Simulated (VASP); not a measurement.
Wanted: the native input for a VASP 6.6.1 run.

| Item | Value |
| --- | --- |
| Task | band structure |
| Functional | TB-mBJ |
| Potentials or basis | VASP PAW PBE potentials, release 64 (Ge_d) |
| Cutoff | 520 eV |
| k mesh | 10 × 10 × 10 |
| Occupations | fermi-dirac, width 0.05 eV |
| Spin | non-collinear spin, zero start, spin-orbit coupling |
| Starting moments | [[0.0, 0.0, 0.0], [0.0, 0.0, 0.0]] μB |
| Further INCAR settings | ALGO = Normal; EDIFF = 1e-07; NBANDS = 40 |

Crystal: Ge.

```
Ge
1.0
     0.00000    2.82875    2.82875
     2.82875    0.00000    2.82875
     2.82875    2.82875    0.00000
Ge
2
Direct
  0.00000 0.00000 0.00000
  0.25000 0.25000 0.25000
```

One way to write it, as run:

POSCAR

```
Ge
1.0
    0.0000000000      2.8287500000      2.8287500000
    2.8287500000      0.0000000000      2.8287500000
    2.8287500000      2.8287500000      0.0000000000
Ge
2
Direct
    0.0000000000      0.0000000000      0.0000000000
    0.2500000000      0.2500000000      0.2500000000
```

INCAR.step1

```
SYSTEM = Ge
PREC = Accurate ; ENCUT = 520
EDIFF = 1E-5 ; ISMEAR = -1
SIGMA = 0.05 ; LREAL = .FALSE.
LASPH = .TRUE. ; NELM = 80
ALGO = Normal ; ISIF = 2
LWAVE = .TRUE. ; LCHARG = .FALSE.
LNONCOLLINEAR = .TRUE. ; MAGMOM = 0 0 0 0 0 0
LORBIT = 11 ; LSORBIT = .TRUE.
GGA_COMPAT = .FALSE. ; NBANDS = 40
GGA = PE
```

INCAR.step2

```
SYSTEM = Ge
PREC = Accurate ; ENCUT = 520
EDIFF = 1E-7 ; ISMEAR = -1
SIGMA = 0.05 ; LREAL = .FALSE.
LASPH = .TRUE. ; NELM = 80
ALGO = Normal ; ISIF = 2
LWAVE = .FALSE. ; LCHARG = .FALSE.
LNONCOLLINEAR = .TRUE. ; MAGMOM = 0 0 0 0 0 0
LORBIT = 11 ; LSORBIT = .TRUE.
GGA_COMPAT = .FALSE. ; METAGGA = MBJ
NBANDS = 40 ; ISTART = 1
```

KPOINTS

```
regular mesh
0
G
  10 10 10
  0 0 0
```

KPOINTS_OPT

```
explicit points
35
Reciprocal
 0.0000000000  0.0000000000  0.0000000000 1
 0.0250000000  0.0250000000  0.0250000000 1
 0.0500000000  0.0500000000  0.0500000000 1
 0.0750000000  0.0750000000  0.0750000000 1
 0.1000000000  0.1000000000  0.1000000000 1
 0.1250000000  0.1250000000  0.1250000000 1
 0.1500000000  0.1500000000  0.1500000000 1
 0.1750000000  0.1750000000  0.1750000000 1
 0.2000000000  0.2000000000  0.2000000000 1
 0.2250000000  0.2250000000  0.2250000000 1
 0.2500000000  0.2500000000  0.2500000000 1
 0.2750000000  0.2750000000  0.2750000000 1
 0.3000000000  0.3000000000  0.3000000000 1
 0.3250000000  0.3250000000  0.3250000000 1
 0.3500000000  0.3500000000  0.3500000000 1
 0.3750000000  0.3750000000  0.3750000000 1
 0.4000000000  0.4000000000  0.4000000000 1
 0.4250000000  0.4250000000  0.4250000000 1
 0.4500000000  0.4500000000  0.4500000000 1
 0.4750000000  0.4750000000  0.4750000000 1
 0.5000000000  0.5000000000  0.5000000000 1
 0.0500000000  0.0500000000  0.0000000000 1
 0.1000000000  0.1000000000  0.0000000000 1
 0.1500000000  0.1500000000  0.0000000000 1
 0.2000000000  0.2000000000  0.0000000000 1
 0.2500000000  0.2500000000  0.0000000000 1
 0.3000000000  0.3000000000  0.0000000000 1
 0.3500000000  0.3500000000  0.0000000000 1
 0.4000000000  0.4000000000  0.0000000000 1
 0.4500000000  0.4500000000  0.0000000000 1
 0.5000000000  0.5000000000  0.0000000000 1
 0.3750000000  0.3750000000  0.7500000000 1
 0.2500000000  0.2500000000  0.5000000000 1
 0.2500000000  0.5000000000  0.5000000000 1
 0.2000000000  0.4500000000  0.4500000000 1
```

Potentials or basis: VASP PAW PBE potentials, release 64 (Ge_d).

Launch:

```bash
$ cat potpaw_PBE.64/Ge_d/POTCAR > POTCAR
$ cp INCAR.step1 INCAR
$ mpirun -np 1 vasp_ncl > vasp.out
$ cp INCAR.step2 INCAR
$ mpirun -np 1 vasp_ncl > vasp.out
```

It gave:

```yaml
Net_moment: 0.00 μB per cell
Valence_electrons_inside_the_program's_atomic_spheres: Ge 12.27
```

Run time: 8 min on 1 thread of AMD EPYC 9R45 96-Core Processor (Zen 5), with other jobs on the host, peak memory 0.39 GiB.
